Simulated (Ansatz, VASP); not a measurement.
## TaN in VASP and in Ansatz

```
CELL_PARAMETERS angstrom
0.00000 2.18438 2.18438
2.18438 0.00000 2.18438
2.18438 2.18438 0.00000
ATOMIC_POSITIONS crystal
Ta 0.50000 0.50000 0.50000
N 0.00000 0.00000 0.00000
```

Alike in both runs: functional PBEsol; k mesh 16 × 16 × 16; occupations fermi-dirac, width 0.15 eV; no spin polarisation.

Ansatz relaxed the structure, and its values are those at the end. VASP's run is a single point on that final structure, the one shown.

```csv
,VASP,Ansatz
version,VASP 6.6.1,Ansatz 0.2.0
potentials or method,"VASP PAW PBE potentials, release 64 (Ta_pv, N)","scalar-relativistic, plane waves, PAW"
plane-wave cutoff (eV),520,420
valence electrons in the cell,16,18
```

```tsv
	VASP	Ansatz	Ansatz less VASP
gap on the k mesh at the Fermi level (eV)	none	none	-
pressure (GPa)	3.0	2.0	-1.03
```

A gap of «none» marks a metal or a gap that the smearing closes. The two sets of potentials don't hold the same shells in valence.

Caveats: the PAW data sets were made with another functional, which shifts forces and pressure a little (VASP). Spin-orbit coupling is left out, which matters for the levels of Ta.
